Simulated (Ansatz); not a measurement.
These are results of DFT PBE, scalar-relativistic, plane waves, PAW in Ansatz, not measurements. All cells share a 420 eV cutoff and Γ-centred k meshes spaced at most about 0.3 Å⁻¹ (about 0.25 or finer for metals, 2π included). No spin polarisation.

Temperature and zero-point effects are left out.

Compare these two cells of Mg5O, each relaxed at this level.

A.

Space group P-6m2 (No. 187). a = 3.112 Å, b = 3.112 Å, c = 13.058 Å, α = 90.00°, β = 90.00°, γ = 120.00°
```json
{"atom": "Mg", "site": "2i", "symmetry": "3m.", "x": "0.6667", "y": "0.3333", "z": "0.1013"}
{"atom": "Mg", "site": "2g", "symmetry": "3m.", "x": "0.0000", "y": "0.0000", "z": "0.3005"}
{"atom": "Mg", "site": "1f", "symmetry": "-6m2", "x": "0.6667", "y": "0.3333", "z": "0.5000"}
{"atom": "O", "site": "1a", "symmetry": "-6m2", "x": "0.0000", "y": "0.0000", "z": "0.0000"}
```

B.

Space group P-3m1 (No. 164). a = 3.126 Å, b = 3.126 Å, c = 25.874 Å, α = 90.00°, β = 90.00°, γ = 120.00°
```json
{"atom": "Mg", "site": "1a", "symmetry": "-3m.", "x": "0.0000", "y": "0.0000", "z": "0.0000"}
{"atom": "Mg", "site": "2d", "symmetry": "3m.", "x": "0.6667", "y": "0.3333", "z": "0.9049"}
{"atom": "Mg", "site": "2d", "symmetry": "3m.", "x": "0.3333", "y": "0.6667", "z": "0.8044"}
{"atom": "Mg", "site": "2c", "symmetry": "3m.", "x": "0.0000", "y": "0.0000", "z": "0.7028"}
{"atom": "Mg", "site": "1b", "symmetry": "-3m.", "x": "0.0000", "y": "0.0000", "z": "0.5000"}
{"atom": "Mg", "site": "2d", "symmetry": "3m.", "x": "0.6667", "y": "0.3333", "z": "0.6017"}
{"atom": "O", "site": "2d", "symmetry": "3m.", "x": "0.6667", "y": "0.3333", "z": "0.0469"}
```

Task: Which form is favoured at zero pressure, and by what margin per atom?

Result: B is lower, by 110 meV/atom. A has space group P-6m2 (No. 187), 18.2 Å³/atom and no gap on its mesh; B has space group P-3m1 (No. 164), 18.2 Å³/atom and no gap. Counting Mg atoms around O (those within 1.25 times the shortest such distance or 1.15 times the sum of covalent radii), A and B both have O 6. Both come from invented guesses.

Cells relaxed within their symmetry can be saddle points.

B is clearly favoured, and since the volumes per atom are equal as printed, modest pressure should do little to change the order. The equal coordination numbers hide the main difference: oxygen sits in a trigonal prism of Mg in A but in an octahedron in B. In the prism, the Mg layers on either side of the oxygen are eclipsed, which brings cations close together directly across the anion layer. The octahedron staggers them and lowers their repulsion, as in rocksalt MgO.

B also gathers its oxygen into pairs of layers sharing a Mg layer, a thin rocksalt-like slab between metallic Mg regions. This probably adds to its advantage, but the energy difference alone cannot separate it from the change in coordination. The absence of a gap fits the composition, as oxide formation uses only a minority of the Mg valence electrons and leaves the rest in metallic states. B's preference over A does not establish stability against separation into Mg and MgO, the outcome expected from the very low solubility of oxygen in magnesium.
